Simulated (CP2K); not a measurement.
MgSe:

```
CELL_PARAMETERS angstrom
3.85444 0.00000 0.00000
1.92722 3.33804 0.00000
1.92722 1.11268 3.14714
ATOMIC_POSITIONS crystal
Se 0.50000 0.50000 0.50000
Mg 0.00000 0.00000 0.00000
```

Program: CP2K 2026.2. Alike in all runs: task band structure; no spin polarisation; cell as given; k mesh 8 × 8 × 8.

Task: Order these runs on this cell by their band gap on the k mesh, lowest first.
A. level r2SCAN; potentials or basis POTENTIAL_UZH Se GTH-SCAN-q6, Mg GTH-SCAN-q10; TZVP-MOLOPT-SCAN-GTH basis; smearing fermi-dirac 0.0259 eV; EPS_DEFAULT 1.0E-10; NGRIDS 4; points a segment of the path (NPOINTS) 6; bands added on the path 6
B. level TB-mBJ; potentials or basis POTENTIAL_UZH Se GTH-PBE-q6, Mg GTH-PBE-q10; TZVP-MOLOPT-PBE-GTH basis; smearing fermi-dirac 0.0259 eV; EPS_DEFAULT 1.0E-10; NGRIDS 5; points a segment of the path (NPOINTS) 6; bands added on the path 4
C. level LDA; potentials or basis GTH_POTENTIALS Se GTH-PADE-q6, Mg GTH-PADE-q10; TZVP-MOLOPT-PBE-GTH basis; smearing fermi-dirac 0.05 eV; EPS_DEFAULT 1.0E-9; NGRIDS 4; points a segment of the path (NPOINTS) 8; bands added on the path 6

Result: C (1.52 eV), B (1.91 eV), A (2.42 eV).

Caveats: the basis of atomic orbitals isn't converged, which shifts pressures, moduli and gaps; this is a model potential without an energy functional, so only levels have meaning (some runs).

